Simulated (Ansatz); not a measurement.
## CdO (Monteponite): band structure with RPBE

The system is CdO (Monteponite).

```xyz
2
Lattice="0.0000 2.3495 2.3495 2.3495 0.0000 2.3495 2.3495 2.3495 0.0000" Properties=species:S:1:pos:R:3 pbc="T T T"
Cd    0.0000    0.0000    0.0000
O     2.3495    2.3495    2.3495
```

```
Program                             : Ansatz 0.2.0
Task                                : band structure
Functional                          : RPBE
Potentials or basis                 : Ansatz PAW
Cutoff                              : 420 eV (not typed: the program's choice for these potentials)
k mesh                              : 10 × 10 × 10
Occupations                         : fermi-dirac, width 0.05 eV
Spin                                : no spin polarisation
Path                                : [["G", "X", "W", "K", "G", "L", "U", "W", "L", "K"], ["U", "X"]]
Points for each segment of the path : 14
```

```
Pressure               : 10.6 GPa
Band gap on the k mesh : none (metal or under the smearing width)
```

Levels at the corners of the path, in eV from the Fermi level:
```tsv
point	band 11	band 12	band 13	band 14	band 15	band 16
Γ	-1.51	-1.51	-1.51	-0.49	14.46	16.94
X	-4.44	-2.46	-2.46	3.87	8.45	11.14
W	-3.13	-3.13	-2.01	5.96	8.85	8.85
K	-3.53	-3.01	-1.42	5.40	8.54	8.55
Γ	-1.51	-1.51	-1.51	-0.49	14.46	16.94
L	-3.95	-0.16	-0.16	4.37	7.25	11.83
U	-3.53	-3.01	-1.42	5.40	8.54	8.55
W	-3.13	-3.13	-2.01	5.96	8.85	8.85
L	-3.95	-0.16	-0.16	4.37	7.25	11.83
K	-3.53	-3.01	-1.42	5.40	8.54	8.55
U	-3.53	-3.01	-1.42	5.40	8.54	8.55
X	-4.44	-2.46	-2.46	3.87	8.45	11.14
```

It took 1.6 s on 2 threads of Arm Neoverse V1, with other jobs on the host, peak memory 0.3 GiB.

Caveat: the pressure holds a Pulay correction of +0.5 GPa for the finite cutoff; the PAW data sets come from PBE, with cores solved anew for the run's functional, which leaves a small shift of forces and pressure; this crystal is a semiconductor, whose small gap the functional closes, so the metal is an error of the method.
